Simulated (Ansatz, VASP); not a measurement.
**One calculation of Al, two programs**

```
CELL_PARAMETERS angstrom
-1.59122 1.59122 1.59122
1.59122 -1.59122 1.59122
1.59122 1.59122 -1.59122
ATOMIC_POSITIONS crystal
Al 0.00000 0.00000 0.00000
```

This isn't the form of Al at room conditions, which is fcc.

Alike in both runs: task single point; functional PBE; k mesh 6 × 6 × 6; occupations gaussian, width 0.1 eV; no spin polarisation.

|  | VASP | Ansatz |
| --- | --- | --- |
| version | VASP 6.6.1 | Ansatz 0.2.0 |
| potentials or method | VASP PAW PBE potentials, release 64 (Al) | scalar-relativistic, plane waves, PAW |
| plane-wave cutoff (eV) | 520 | 420 |
| valence electrons in the cell | 3 | 3 |

```tsv
	VASP	Ansatz	Ansatz less VASP
gap on the k mesh at the Fermi level (eV)	none	none	-
pressure (GPa)	4.3	4.3	+0.02
```

A gap of «none» marks a metal or a gap that the smearing closes.

Caveats: the k mesh is coarse (spacing up to 0.47 Å⁻¹), so the values aren't converged.
